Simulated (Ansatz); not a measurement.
The system is Cs.

```
Cs
1.0
    -3.12847    3.12847    3.12847
     3.12847   -3.12847    3.12847
     3.12847    3.12847   -3.12847
Cs
1
Direct
  0.00000 0.00000 0.00000
```

* Program: Ansatz 0.2.0
* Task: relaxation of cell and atoms
* Functional: PBEsol
* Potentials or basis: Ansatz PAW
* Cutoff: 420 eV (not typed: the program's choice for these potentials)
* k mesh: 6 × 6 × 6
* Occupations: fermi-dirac, width 0.05 eV
* Spin: no spin polarisation

At the start: volume 122.48 Å³/atom.

How do energy, volume and symmetry change on relaxing?

It ends after 5 steps and the volume is 109.25 Å³/atom (-10.8 %); space group Im-3m (No. 229, to 0.05 Å).

Step by step:
```csv
step,energy change (eV),largest force (eV/Å),volume (Å³)
1,0.0000,0.0000,122.48
2,-0.0010,0.0000,121.63
3,-0.0086,0.0000,107.08
4,-0.0089,0.0000,109.25
5,-0.0088,0.0000,109.25
```

Final structure:
```yaml
crystal:
  lattice:
    - [-3.01155, 3.01155, 3.01155]
    - [3.01155, -3.01155, 3.01155]
    - [3.01155, 3.01155, -3.01155]
  atoms:
    - { symbol: Cs, position: [0.00000, 0.00000, 0.00000] }
```

Caveat: the plane-wave basis is chosen anew once the cell has moved, so the energies of steps on either side of that aren't comparable; the PAW data sets come from PBE, with cores solved anew for the run's functional, which leaves a small shift of forces and pressure.
